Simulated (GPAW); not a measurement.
**Quasiparticle gap of NaF (Villiaumite) in GPAW**

Aim: the G0W0 gap of NaF (Villiaumite) on PBE, step by step.

Calculated with GPAW 26.7.0; PBE and many-body steps on it, plane waves.

This is a report of a sequence of runs, with most program output left out.

### 1. The starting structure

The structure is cubic, space group Fm-3m (No. 225). Conventional cell: a = 4.640 Å, b = 4.640 Å, c = 4.640 Å, α = 90.00°, β = 90.00°, γ = 90.00°. Nearest to Na lie 6 F at 2.32 Å. Nearest to F lie 6 Na at 2.32 Å. Farther neighbours and most contacts between anions are not listed.

The cell and positions come from the Crystallography Open Database and are kept as given unless a step says otherwise.

### 2. Ground state

This step: GPAW 26.7.0; DFT, PBE, plane waves, PAW.

The ground-state density comes first.

run.py

```python
import json
import numpy as np
from gpaw.mpi import world
from ase import Atoms
from gpaw import GPAW, PW, FermiDirac

atoms = Atoms(['Na', 'F'],
    cell=[[0.0000000000, 2.3200000000, 2.3200000000],
      [2.3200000000, 0.0000000000, 2.3200000000],
      [2.3200000000, 2.3200000000, 0.0000000000]],
    scaled_positions=[[0.0000000000, 0.0000000000, 0.0000000000],
      [0.5000000000, 0.5000000000, 0.5000000000]],
    pbc=(True, True, True))
calc = GPAW(mode=PW(600),
    xc='PBE',
    kpts={'size': (8, 8, 8), 'gamma': True},
    occupations=FermiDirac(0.001),
    nbands=-7,
    convergence={'density': 1e-6, 'bands': -3},
    maxiter=100,
    txt='gs.txt')
atoms.calc = calc
res = {'energy': atoms.get_potential_energy()}
kpts = calc.get_ibz_k_points()
res['kpts'] = kpts
res['eigenvalues'] = [calc.get_eigenvalues(kpt=k) for k in range(len(kpts))]
res['n_electrons'] = calc.get_number_of_electrons()
calc.write('gs.gpw')

if world.rank == 0:
    with open('result.json', 'w') as f:
        json.dump(res, f, default=lambda x: x.tolist())
```

On the command line:

```bash
mpirun -n 4 gpaw python run.py
```

Wall time 4.8 s (4 MPI ranks of Arm Neoverse V1, shared host); peak memory 0.6 GiB.

This step gave:

- total energy: -8.494 eV
- gap: 6.307 eV
- k of the valence top: 0, 0, 0
- k of the conduction bottom: 0, 0, 0
- least direct gap: 6.307 eV

The gap is direct, at Γ.

### 3. Bands along the symmetry lines

Levels along a band path, at the cheap level, show where the edges lie and whether the meshes to come will hold them.

run.py

```python
import json
import numpy as np
from gpaw.mpi import world
from gpaw import GPAW

path = [[0.000000, 0.000000, 0.000000],
    [0.062500, 0.000000, 0.062500],
    [0.125000, 0.000000, 0.125000],
    [0.187500, 0.000000, 0.187500],
    [0.250000, 0.000000, 0.250000],
    [0.312500, 0.000000, 0.312500],
    [0.375000, 0.000000, 0.375000],
    [0.437500, 0.000000, 0.437500],
    [0.500000, 0.000000, 0.500000],
    [0.515625, 0.031250, 0.515625],
    [0.531250, 0.062500, 0.531250],
    [0.546875, 0.093750, 0.546875],
    [0.562500, 0.125000, 0.562500],
    [0.578125, 0.156250, 0.578125],
    [0.593750, 0.187500, 0.593750],
    [0.609375, 0.218750, 0.609375],
    [0.625000, 0.250000, 0.625000],
    [0.375000, 0.375000, 0.750000],
    [0.328125, 0.328125, 0.656250],
    [0.281250, 0.281250, 0.562500],
    [0.234375, 0.234375, 0.468750],
    [0.187500, 0.187500, 0.375000],
    [0.140625, 0.140625, 0.281250],
    [0.093750, 0.093750, 0.187500],
    [0.046875, 0.046875, 0.093750],
    [0.000000, 0.000000, 0.000000],
    [0.062500, 0.062500, 0.062500],
    [0.125000, 0.125000, 0.125000],
    [0.187500, 0.187500, 0.187500],
    [0.250000, 0.250000, 0.250000],
    [0.312500, 0.312500, 0.312500],
    [0.375000, 0.375000, 0.375000],
    [0.437500, 0.437500, 0.437500],
    [0.500000, 0.500000, 0.500000],
    [0.500000, 0.468750, 0.531250],
    [0.500000, 0.437500, 0.562500],
    [0.500000, 0.406250, 0.593750],
    [0.500000, 0.375000, 0.625000],
    [0.500000, 0.343750, 0.656250],
    [0.500000, 0.312500, 0.687500],
    [0.500000, 0.281250, 0.718750],
    [0.500000, 0.250000, 0.750000],
    [0.500000, 0.218750, 0.718750],
    [0.500000, 0.187500, 0.687500],
    [0.500000, 0.156250, 0.656250],
    [0.500000, 0.125000, 0.625000],
    [0.500000, 0.093750, 0.593750],
    [0.500000, 0.062500, 0.562500],
    [0.500000, 0.031250, 0.531250],
    [0.500000, 0.000000, 0.500000]]
calc = GPAW('gs.gpw').fixed_density(kpts=path,
    symmetry='off',
    nbands=17,
    convergence={'bands': 13},
    txt='bands.txt')
res = {}
kpts = calc.get_ibz_k_points()
res['kpts'] = kpts
res['eigenvalues'] = [calc.get_eigenvalues(kpt=k) for k in range(len(kpts))]
res['n_electrons'] = calc.get_number_of_electrons()

if world.rank == 0:
    with open('result.json', 'w') as f:
        json.dump(res, f, default=lambda x: x.tolist())
```

On the command line:

```bash
mpirun -n 4 gpaw python run.py
```

Wall time 4.7 s (4 MPI ranks); peak memory 0.63 GiB; 18 s of CPU time.

This step gave:

| Quantity | Value |
| --- | --- |
| gap | 6.307 eV |
| k of the valence top | 0, 0, 0 |
| k of the conduction bottom | 0, 0, 0 |
| least direct gap | 6.307 eV |

The gap is 6.307 eV, as in the run before at this level.

The electronic bands at the labelled points (eV, zero at the top of the highest filled band; v1 is the highest filled band, c1 the lowest empty one):

```csv
point,v4,v3,v2,v1,c1,c2,c3,c4
Γ,-18.91,0.00,0.00,0.00,6.31,18.99,18.99,18.99
halfway,-18.52,-0.90,-0.21,-0.21,8.73,15.02,19.16,19.45
X,-18.93,-1.26,-0.40,-0.40,13.17,13.33,13.60,19.84
halfway,-18.70,-1.20,-0.53,-0.39,13.18,13.28,13.90,19.46
U,-18.49,-1.04,-0.82,-0.37,12.85,13.25,14.71,19.38
jump to K,-18.49,-1.04,-0.82,-0.37,12.85,13.25,14.71,19.38
halfway,-18.38,-1.01,-0.32,-0.16,8.94,14.75,18.28,20.94
Γ,-18.91,0.00,0.00,0.00,6.31,18.99,18.99,18.99
halfway,-18.44,-0.89,-0.13,-0.13,8.17,15.17,19.77,19.77
L,-18.17,-1.58,-0.25,-0.25,10.79,12.48,20.19,20.19
halfway,-18.31,-1.30,-0.57,-0.33,11.80,12.73,17.14,19.01
W,-18.47,-0.86,-0.86,-0.57,13.24,13.24,15.20,16.89
halfway,-18.62,-1.15,-0.54,-0.49,13.19,13.30,14.18,18.43
X,-18.93,-1.26,-0.40,-0.40,13.17,13.33,13.60,19.84
```

### 4. Empty states on the mesh, 6×6×6 mesh, 89 bands

The sums over transitions need many empty states on a uniform mesh; this step solves for them.

run.py

```python
import json
import numpy as np
from gpaw.mpi import world
from gpaw import GPAW

calc = GPAW('gs.gpw').fixed_density(kpts={'size': (6, 6, 6), 'gamma': True},
    parallel={'domain': 1, 'band': 1},
    txt='nscf.txt')
calc.diagonalize_full_hamiltonian(nbands=89)
calc.write('full.gpw', mode='all')
res = {}
kpts = calc.get_ibz_k_points()
res['kpts'] = kpts
res['eigenvalues'] = [calc.get_eigenvalues(kpt=k) for k in range(len(kpts))]
res['n_electrons'] = calc.get_number_of_electrons()

if world.rank == 0:
    with open('result.json', 'w') as f:
        json.dump(res, f, default=lambda x: x.tolist())
```

On the command line:

```bash
mpirun -n 4 gpaw python run.py
```

Elapsed: 6.3 s, on 4 MPI ranks; peak memory 0.93 GiB; 25 s of CPU time.

Numbers from this step:

| Quantity | Value |
| --- | --- |
| gap | 6.307 eV |
| k of the valence top | 0, 0, 0 |
| k of the conduction bottom | 0, 0, 0 |
| least direct gap | 6.307 eV |
| k points computed | 16 |
| lowest point of the top converged band, above the valence top | 121.4863 eV |

On this mesh the gap is 6.307 eV.

### 5. Screening and self-energy, 6×6×6 mesh, 79 bands, screening to 125 eV

Now the one-shot GW correction: screening in the RPA, then the self-energy of the levels asked for.

This step: G0W0 on PBE, plane waves, PAW.

run.py

```python
import json
import numpy as np
from gpaw.mpi import world
from gpaw.response.g0w0 import G0W0

gw = G0W0('full.gpw',
    filename='gw',
    kpts=[0],
    bands=(5, 9),
    ecut=125,
    nbands=79,
    integrate_gamma='WS',
    ppa=True)
gw.calculate()
res = {mode: {k: v for k, v in r.items() if k != 'sigma_eskwn'}
       for mode, r in gw.all_results.items()}

if world.rank == 0:
    with open('result.json', 'w') as f:
        json.dump(res, f, default=lambda x: x.tolist())
```

On the command line:

```bash
mpirun -n 4 gpaw python run.py
```

Elapsed: 32 s, on 4 MPI ranks; peak memory 0.92 GiB.

This step gave:

- G0W0 gap on the points computed: 10.37 eV
- least direct G0W0 gap on the computed points: 10.37 eV
- Z at the valence top: 0.8181
- Z at the conduction bottom: 0.9047
- starting gap on the mesh: 6.307 eV
- k of the valence top: 0, 0, 0
- k of the conduction bottom: 0, 0, 0

The gap on the mesh goes from 6.31 eV to 10.37 eV, a correction of +4.06 eV.

Limits: finite bands, cutoff and mesh. v1 is the top filled band, c1 the lowest empty one. Levels before and after the correction, in eV, zero at the valence-band top of each column:

```csv
,conduction bottom,valence top
Kohn-Sham,6.31,0.00
G0W0,10.37,0.00
```

```csv
,level,energy (eV)
Kohn-Sham,Γ v2-v1,0.000
Kohn-Sham,Γ c1,6.307
Kohn-Sham,Γ c2,18.988
G0W0,Γ v2-v1,0.000
G0W0,Γ c1,10.366
G0W0,Γ c2,23.266
```

### 6. Where the time went

Times are wall times on 4 MPI ranks of Arm Neoverse V1, shared host, good to a factor of about two.

```csv
step,time,share,memory (GiB)
ground state,4.8 s,10 %,0.6
bands along the symmetry lines,4.7 s,10 %,0.63
empty states on the mesh,6.3 s,13 %,0.93
screening and self-energy,32 s,67 %,0.92
```

### 7. Summary of results

| Property | Result |
| --- | --- |
| PBE gap | 6.31 eV, direct |
| G0W0 gap on the mesh | 10.37 eV |
| GW settings | 6×6×6 mesh, 79 bands, screening to 125 eV, Godby-Needs plasmon pole |
| known limits | not at the basis limit |

G0W0 moves the gap on the mesh from 6.31 eV to 10.37 eV (+4.06 eV), with Z of 0.82 and 0.90 at the edges. Only 1 of the mesh's irreducible points was corrected, so a valley elsewhere could overtake. The dearest step here is «screening and self-energy». Bands and cutoff are finite, so the gap is not at the basis limit. The miss can reach some tenths of an eV and take either sign; the mesh is an error of its own. These stock PAW sets were not made for GW. In the G0W0 run levels were corrected at 1 k point alone, so a gap called «on the mesh» is the least over those, and an edge elsewhere would be missed.

[Paths, hosts, dates, memory and timing lines, banners, echoed tables and standing remarks are left out of the program output.]

[Logs are printed without paths, hosts, clocks, repeated set-up lines and the standing remarks that a program may print on its own settings, such as how far it seeks lower states.]

[Runs of the session that timed out or met a known fault of the program may be left out.]

[Hosts, paths, dates, database ids (printed as entryN), source tags and the programs' standing remarks are cut or masked in the printed files.]
